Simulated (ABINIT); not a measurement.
# TiC (Fm-3m) in ABINIT: notebook

Runs on TiC. Level: LDA. Tasks: single point.

Everything below comes from runs of ABINIT 10.8.3 (patched build). Logs are shortened: lines on timing, memory, paths and dates and some standing lists are left out, and cuts for length are marked. The log counts tension as positive stress, the text compression.

**1. The crystal as given**

It takes space group Fm-3m (No. 225, cubic). The conventional cell has a = 4.331 Å, b = 4.331 Å, c = 4.331 Å, α = 90.00°, β = 90.00°, γ = 90.00°. Ti (site symmetry m-3m) has 6 C at 2.17 Å as nearest neighbours. C (site symmetry m-3m) is surrounded by 6 Ti at 2.17 Å.

The cell is a database's computed one.

**2. Single point, LDA (cell relaxed)**

run.abi

```
# Pseudopotentials
pp_dirpath "./"
pseudos "Ti.upf, C.upf"

# Structure
acell 3.0144001256 3.0144001256 3.0144001256 Angstrom
rprim
     0.0000000000     0.7071067812     0.7071067812
     0.7071067812     0.0000000000     0.7071067812
     0.7071067812     0.7071067812     0.0000000000
ntypat 2
znucl 22 6
natom 2
typat 1 2
xred
     0.0000000000     0.0000000000     0.0000000000
     0.5000000000     0.5000000000     0.5000000000
chkprim 0
chksymtnons 0
tolsym 1.0e-6

# Plane-wave basis
ecut 42.0

# k points
kptopt 1
ngkpt 8 8 8
nshiftk 1
shiftk 0.0 0.0 0.0

# Exchange and correlation
ixc 7

# Bands and occupations
nband 12
occopt 3
tsmear 0.05 eV

# SCF cycle
nstep 100
tolvrs 1.0e-10

# Output
iomode 3
prtwf 0
prteig 0
prtebands 0
prtden 1
prtvha 1
prtvclmb 1
prtpot 1
prtelf 1
```

Potentials or basis: PseudoDojo NC SR LDA v0.4.1 standard.

Launch:

```sh
abinit run.abi > log 2>&1
```

run.abo:

```text
.Version 10.8.3 of ABINIT
 Symmetries : space group Fm -3 m (#225); Bravais cF (face-center cubic)
================================================================================
 Values of the parameters that define the memory need of the present run
     intxc =       0    ionmov =       0      iscf =       7    lmnmax =       6
     lnmax =       6     mgfft =      36  mpssoang =       3    mqgrid =    3001
     natom =       2  nloc_mem =       1    nspden =       1   nspinor =       1
    nsppol =       1      nsym =      48    n1xccc =    2501    ntypat =       2
    occopt =       3   xclevel =       1
       mpw =        1720          nfft =       46656          nkpt =          29
================================================================================
================================================================================

--------------------------------------------------------------------------------
------------- Echo of variables that govern the present computation ------------
--------------------------------------------------------------------------------
 -outvars: echo values of preprocessed input variables --------
            acell      5.6963906713E+00  5.6963906713E+00  5.6963906713E+00 Bohr
              amu      4.78800000E+01  1.20110000E+01
          chkprim           0
      chksymtnons           0
             ecut      4.20000000E+01 Hartree
              ixc           7
         kptrlatt        8    0    0      0    8    0      0    0    8
          kptrlen      4.55711254E+01
            natom           2
            nband          12
            ngfft          36      36      36
             nkpt          29
            nstep         100
             nsym          48
           ntypat           2
           occopt           3
        prtebands           0
           prteig           0
           prtelf           1
           prtpot           1
         prtvclmb           1
           prtvha           1
            prtwf           0
            rprim      0.0000000000E+00  7.0710678120E-01  7.0710678120E-01
                       7.0710678120E-01  0.0000000000E+00  7.0710678120E-01
                       7.0710678120E-01  7.0710678120E-01  0.0000000000E+00
          spgroup         225
           tolsym      1.00000000E-06
           tolvrs      1.00000000E-10
           tsmear      1.83746611E-03 Hartree
            typat      1  2
           xangst      0.0000000000E+00  0.0000000000E+00  0.0000000000E+00
                       2.1315027701E+00  2.1315027701E+00  2.1315027701E+00
            xcart      0.0000000000E+00  0.0000000000E+00  0.0000000000E+00
                       4.0279564720E+00  4.0279564720E+00  4.0279564720E+00
             xred      0.0000000000E+00  0.0000000000E+00  0.0000000000E+00
                       5.0000000000E-01  5.0000000000E-01  5.0000000000E-01
            znucl       22.00000    6.00000

================================================================================

 chkinp: Checking input parameters for consistency.

================================================================================
== DATASET  1 ==================================================================

--- !DatasetInfo
iteration_state: {dtset: 1, }
dimensions: {natom: 2, nkpt: 29, mband: 12, nsppol: 1, nspinor: 1, nspden: 1, mpw: 1720, }
cutoff_energies: {ecut:  42.0, pawecutdg:  -1.0, }
electrons: {nelect:   1.60000000E+01, charge:   0.00000000E+00, occopt:   3.00000000E+00, tsmear:   1.83746611E-03, }
meta: {optdriver: 0, ionmov: 0, optcell: 0, iscf: 7, paral_kgb: 0, }
...

 Exchange-correlation functional for the present dataset will be:
  LDA: Perdew-Wang 92 LSD fit to Ceperley-Alder data - ixc=7
  J.P.Perdew and Y.Wang, PRB 45, 13244 (1992)

 Real(R)+Recip(G) space primitive vectors, cartesian coordinates (Bohr,Bohr^-1):
 R(1)=  0.0000000  4.0279565  4.0279565  G(1)= -0.1241324  0.1241324  0.1241324
 R(2)=  4.0279565  0.0000000  4.0279565  G(2)=  0.1241324 -0.1241324  0.1241324
 R(3)=  4.0279565  4.0279565  0.0000000  G(3)=  0.1241324  0.1241324 -0.1241324
 Unit cell volume ucvol=  1.3070262E+02 bohr^3
 Angles (23,13,12)=  6.00000000E+01  6.00000000E+01  6.00000000E+01 degrees

 getcut: wavevector=  0.0000  0.0000  0.0000  ngfft=  36  36  36
         ecut(hartree)=     42.000   => boxcut(ratio)=   2.16627

--- Pseudopotential description ------------------------------------------------
- pspini: atom type   1  psp file is ./Ti.upf
12 -1012 2 -1 1568                            pspcod,pspxc,lmax,lloc,mmax
     nproj     2     2     2

- pspini: atom type   2  psp file is ./C.upf
12 -1012 1 -1 1234                            pspcod,pspxc,lmax,lloc,mmax
     nproj     2     2     0

   3.07114594E+02                                ecore*ucvol(ha*bohr**3)
--------------------------------------------------------------------------------

================================================================================

--- !BeginCycle
iteration_state: {dtset: 1, }
solver: {iscf: 7, nstep: 100, nline: 4, wfoptalg: 0, }
tolerances: {tolvrs: 1.00E-10, }
...

     iter   Etot(hartree)      deltaE(h)  residm     vres2
 ETOT  1  -65.123879251214    -6.512E+01 1.872E-01 1.570E+03
 ETOT  2  -64.210527629339     9.134E-01 6.158E-02 6.603E+03
 ETOT  3  -65.445102035071    -1.235E+00 2.104E-02 1.464E+01
 ETOT  4  -65.447484968095    -2.383E-03 3.794E-02 4.847E+00
 ETOT  5  -65.448225705211    -7.407E-04 3.872E-03 8.179E-01
 ETOT  6  -65.448369472513    -1.438E-04 7.876E-03 2.101E-03
 ETOT  7  -65.448370753501    -1.281E-06 1.006E-03 1.536E-04
 ETOT  8  -65.448370809997    -5.650E-08 2.161E-03 6.450E-05
 ETOT  9  -65.448370824822    -1.483E-08 3.746E-04 8.622E-07
 ETOT 10  -65.448370825294    -4.718E-10 7.103E-04 1.010E-07
 ETOT 11  -65.448370825341    -4.695E-11 2.234E-04 9.864E-10
 ETOT 12  -65.448370825342    -9.521E-13 3.963E-04 1.156E-10
 ETOT 13  -65.448370825340     1.592E-12 1.790E-04 2.245E-12

 At SCF step   13       vres2   =  2.24E-12 < tolvrs=  1.00E-10 =>converged.

 Compute ELF
--------------------------------------------------------------------------------

 Compute kinetic energy density

 Compute gradient of the electron density
 Electron Localization Function (ELF) [min:0;max:1]
)     Maximum=    8.7242E-01  at reduced coord.    0.1389    0.8611    0.8889
)     Minimum=    1.2877E-06  at reduced coord.    0.5000    0.5000    0.5000
   Integrated=    5.2115E+01

--------------------------------------------------------------------------------
 End of ELF section

 Cartesian components of stress tensor (hartree/bohr^3)
  sigma(1 1)=  1.84580010E-06  sigma(3 2)=  0.00000000E+00
  sigma(2 2)=  1.84580010E-06  sigma(3 1)=  0.00000000E+00
  sigma(3 3)=  1.84580010E-06  sigma(2 1)=  0.00000000E+00

--- !ResultsGS
iteration_state: {dtset: 1, }
comment   : Summary of ground state results
lattice_vectors:
- [  0.0000000,   4.0279565,   4.0279565, ]
- [  4.0279565,   0.0000000,   4.0279565, ]
- [  4.0279565,   4.0279565,   0.0000000, ]
lattice_lengths: [   5.69639,    5.69639,    5.69639, ]
lattice_angles: [ 60.000,  60.000,  60.000, ] # degrees, (23, 13, 12)
lattice_volume:   1.3070262E+02
convergence: {deltae:  1.592E-12, res2:  2.245E-12, residm:  1.790E-04, diffor: null, }
etotal    :  -6.54483708E+01
entropy   :   0.00000000E+00
fermie    :   4.12135356E-01
cartesian_stress_tensor: # hartree/bohr^3
- [  1.84580010E-06,   0.00000000E+00,   0.00000000E+00, ]
- [  0.00000000E+00,   1.84580010E-06,   0.00000000E+00, ]
- [  0.00000000E+00,   0.00000000E+00,   1.84580010E-06, ]
pressure_GPa:  -5.4305E-02
xred      :
- [  0.0000E+00,   0.0000E+00,   0.0000E+00, Ti]
- [  5.0000E-01,   5.0000E-01,   5.0000E-01,  C]
cartesian_forces: # hartree/bohr
- [ -0.00000000E+00,  -0.00000000E+00,  -0.00000000E+00, ]
- [ -0.00000000E+00,  -0.00000000E+00,  -0.00000000E+00, ]
force_length_stats: {min:   0.00000000E+00, max:   0.00000000E+00, mean:   0.00000000E+00, }
...

 Integrated electronic density in atomic spheres:
 ------------------------------------------------
 Atom  Sphere_radius  Integrated_density
    1        2.00000          9.60894576
    2        2.00000          3.95821743
================================================================================

 ----iterations are completed or convergence reached----

 Mean square residual over all n,k,spin=   11.889E-07; max=  17.903E-05
 reduced coordinates (array xred) for    2 atoms
       0.000000000000      0.000000000000      0.000000000000
       0.500000000000      0.500000000000      0.500000000000
 rms dE/dt=  0.0000E+00; max dE/dt=  0.0000E+00; dE/dt below (all hartree)
    1       0.000000000000      0.000000000000      0.000000000000
    2       0.000000000000      0.000000000000      0.000000000000

 cartesian coordinates (angstrom) at end:
    1      0.00000000000000     0.00000000000000     0.00000000000000
    2      2.13150277006189     2.13150277006189     2.13150277006189

 cartesian forces (hartree/bohr) at end:
    1     -0.00000000000000    -0.00000000000000    -0.00000000000000
    2     -0.00000000000000    -0.00000000000000    -0.00000000000000
 frms,max,avg= 0.0000000E+00 0.0000000E+00   0.000E+00  0.000E+00  0.000E+00 h/b

 cartesian forces (eV/Angstrom) at end:
    1     -0.00000000000000    -0.00000000000000    -0.00000000000000
    2     -0.00000000000000    -0.00000000000000    -0.00000000000000
 frms,max,avg= 0.0000000E+00 0.0000000E+00   0.000E+00  0.000E+00  0.000E+00 e/A
 length scales=  5.696390671286  5.696390671286  5.696390671286 bohr
              =  3.014400125600  3.014400125600  3.014400125600 angstroms
 Fermi (or HOMO) energy (hartree) =   0.41214   Average Vxc (hartree)=  -0.49153
 Eigenvalues (hartree) for nkpt=  29  k points:
 kpt#   1, nband= 12, wtk=  0.00195, kpt=  0.0000  0.0000  0.0000 (reduced coord)
  -1.63786   -0.76759   -0.76759   -0.76759   -0.04352    0.43815    0.43815    0.43815
   0.47824    0.47824    0.48156    0.48171
      occupation numbers for kpt#   1
   2.00000    2.00000    2.00000    2.00000    2.00000    0.00000    0.00000    0.00000
   0.00000    0.00000    0.00000    0.00000
 prteigrs : prtvol=0 or 1, do not print more k-points.

--- !EnergyTerms
iteration_state     : {dtset: 1, }
comment             : Components of total free energy in Hartree
kinetic             :  2.74289661240446E+01
hartree             :  1.10932897103375E+01
xc                  : -1.08221323188995E+01
Ewald energy        : -5.20234202270919E+01
psp_core            :  2.34972021142461E+00
local_psp           : -4.37004992157827E+01
non_local_psp       :  2.25801943359233E-01
internal            : -6.54482737726081E+01
'-kT*entropy'       : -9.70527323236534E-05
total_energy        : -6.54483708253404E+01
total_energy_eV     : -1.78094089769853E+03
band_energy         : -5.96932038066771E+00
...

 Cartesian components of stress tensor (hartree/bohr^3)
  sigma(1 1)=  1.84580010E-06  sigma(3 2)=  0.00000000E+00
  sigma(2 2)=  1.84580010E-06  sigma(3 1)=  0.00000000E+00
  sigma(3 3)=  1.84580010E-06  sigma(2 1)=  0.00000000E+00

-Cartesian components of stress tensor (GPa)         [Pressure= -5.4305E-02 GPa]
- sigma(1 1)=  5.43053139E-02  sigma(3 2)=  0.00000000E+00
- sigma(2 2)=  5.43053139E-02  sigma(3 1)=  0.00000000E+00
- sigma(3 3)=  5.43053139E-02  sigma(2 1)=  0.00000000E+00

== END DATASET(S) ==============================================================
================================================================================

 -outvars: echo values of variables after computation  --------
            acell      5.6963906713E+00  5.6963906713E+00  5.6963906713E+00 Bohr
           etotal     -6.5448370825E+01
            fcart     -0.0000000000E+00 -0.0000000000E+00 -0.0000000000E+00
                      -0.0000000000E+00 -0.0000000000E+00 -0.0000000000E+00
            rprim      0.0000000000E+00  7.0710678120E-01  7.0710678120E-01
                       7.0710678120E-01  0.0000000000E+00  7.0710678120E-01
                       7.0710678120E-01  7.0710678120E-01  0.0000000000E+00
           strten      1.8458001038E-06  1.8458001038E-06  1.8458001038E-06
                       0.0000000000E+00  0.0000000000E+00  0.0000000000E+00
           xangst      0.0000000000E+00  0.0000000000E+00  0.0000000000E+00
                       2.1315027701E+00  2.1315027701E+00  2.1315027701E+00
             xred      0.0000000000E+00  0.0000000000E+00  0.0000000000E+00
                       5.0000000000E-01  5.0000000000E-01  5.0000000000E-01
 Calculation completed.
```

Run time: 20 s. Hardware: 1 thread of Arm Neoverse V2, shared host; peak memory 0.07 GiB.

What came out:

| Property | Result |
| --- | --- |
| Free energy | -1780.9409 eV |
| Pressure | -0.1 GPa |
| Band gap on the k mesh | none (metal or under the smearing width) |
| Valence electrons inside the program's atomic spheres | Ti 9.61; C 3.96 |

Levels at points of the mesh, in eV from the Fermi level:
```csv
k point,band 6,band 7,band 8,band 9,band 10,band 11
"(0.00, 0.00, 0.00)",0.71,0.71,0.71,1.80,1.80,1.89
"(0.50, 0.00, 0.00)",-6.01,-3.01,-3.01,3.13,3.13,4.41
"(0.50, 0.50, 0.00)",-3.36,-1.77,0.08,0.08,2.98,3.78
```

**3. Single point, LDA**

run.abi

```
pp_dirpath "./"
pseudos "Ti.upf, C.upf"

acell 3.062788961 3.062788961 3.062788961 Angstrom
rprim
     0.0000000000     0.7071067812     0.7071067812
     0.7071067812     0.0000000000     0.7071067812
     0.7071067812     0.7071067812     0.0000000000
ntypat 2
znucl 22 6
natom 2
typat 1 2
xred
     0.0000000000     0.0000000000     0.0000000000
     0.5000000000     0.5000000000     0.5000000000

ecut 952.398519 eV

kptopt 1
ngkpt 8 8 8
nshiftk 1
shiftk 0.0 0.0 0.0

ixc 7

nband 12
occopt 3
tsmear 0.05 eV

nstep 100
tolvrs 1.0e-10

iomode 3
prtwf 0
prtden 0
prteig 0
prtebands 0
enunit 1
```

Potentials or basis: PseudoDojo NC SR LDA v0.4.1 standard.

Launch:

```sh
mpirun --bind-to none -np 4 abinit run.abi > log 2>&1
```

Run time: 6 s. Hardware: 4 MPI ranks of Arm Neoverse V1, shared host; peak memory 0.24 GiB.

Results (log left out):

- Free energy: -1780.8897 eV
- Band gap on the k mesh: none (metal or under the smearing width)
- Valence electrons inside the program's atomic spheres: Ti 9.55; C 3.88

Levels at points of the mesh, in eV from the Fermi level:
| k point | band 5 | band 6 | band 7 | band 8 | band 9 | band 10 | band 11 | band 12 |
| --- | --- | --- | --- | --- | --- | --- | --- | --- |
| (0.00, 0.00, 0.00) | -12.18 | 0.69 | 0.69 | 0.69 | 1.74 | 1.74 | 1.79 | 1.79 |
| (0.50, 0.00, 0.00) | -8.63 | -5.79 | -2.85 | -2.85 | 2.94 | 2.94 | 4.13 | 8.25 |
| (0.50, 0.50, 0.00) | -9.89 | -3.33 | -1.62 | 0.04 | 0.04 | 2.80 | 3.55 | 3.55 |

Caveat: the cutoff is too short for stress, so the log's stress isn't used.
